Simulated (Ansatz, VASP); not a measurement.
**One calculation of Ca, two programs**

```
Ca
1.0
     4.06787    0.00000    0.00000
     0.00000    4.06787    0.00000
     0.00000    0.00000    4.95458
Ca
2
Direct
  0.00000 0.00000 0.50000
  0.50000 0.50000 0.00000
```

Change from the starting cell: biaxial strain in the a-b plane, c and atoms relaxed: -6.0 %.

Alike in both runs: functional PBEsol; k mesh 10 × 10 × 10; occupations gaussian, width 0.1 eV; no spin polarisation.

Ansatz relaxed the structure, and its values are those at the end. VASP's run is a single point on that final structure, the one shown.

|  | VASP | Ansatz |
| --- | --- | --- |
| version | VASP 6.6.1 | Ansatz 0.2.0 |
| potentials or method | VASP PAW PBE potentials, release 64 (Ca_sv) | scalar-relativistic, plane waves, PAW |
| plane-wave cutoff (eV) | 520 | 420 |
| valence electrons in the cell | 20 | 20 |

|  | VASP | Ansatz | Ansatz less VASP |
| --- | --- | --- | --- |
| gap on the k mesh at the Fermi level (eV) | none | none | - |
| pressure (GPa) | -0.2 | -0.2 | -0.01 |

A gap of «none» marks a metal or a gap that the smearing closes. With one functional, cell and mesh, what is left measures potentials, basis and numerics.

Caveats: the PAW data sets were made with another functional, which shifts forces and pressure a little (VASP).
